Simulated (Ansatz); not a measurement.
# Relativistic treatment of BN

```
CELL_PARAMETERS angstrom
0.00000 1.80750 1.80750
1.80750 0.00000 1.80750
1.80750 1.80750 0.00000
ATOMIC_POSITIONS crystal
B 0.00000 0.00000 0.00000
N 0.75000 0.75000 0.75000
```

Atoms are numbered in the order listed.

The cell is COD entry 9008834, as deposited and not checked against the literature; nothing was relaxed.

One fixed cell is solved with PBE by full-potential LAPW in Ansatz 0.2.0 under different relativistic treatments. Pressure is positive in compression.

Numerical set-up: a Γ-centred 13×13×13 k mesh, Fermi–Dirac smearing of 0.03 eV, basis error target 1 meV/atom, no spin polarisation.

| setting | P (GPa) | gap over the k mesh and a high-symmetry path (eV) | lowest level at Γ above −25 eV, from the valence-band top or, without a gap, the Fermi level (eV) |
| --- | --- | --- | --- |
| scalar-relativistic | 3.03 | 4.47 | -20.23 |
| non-relativistic | 3.16 | 4.48 | -20.21 |
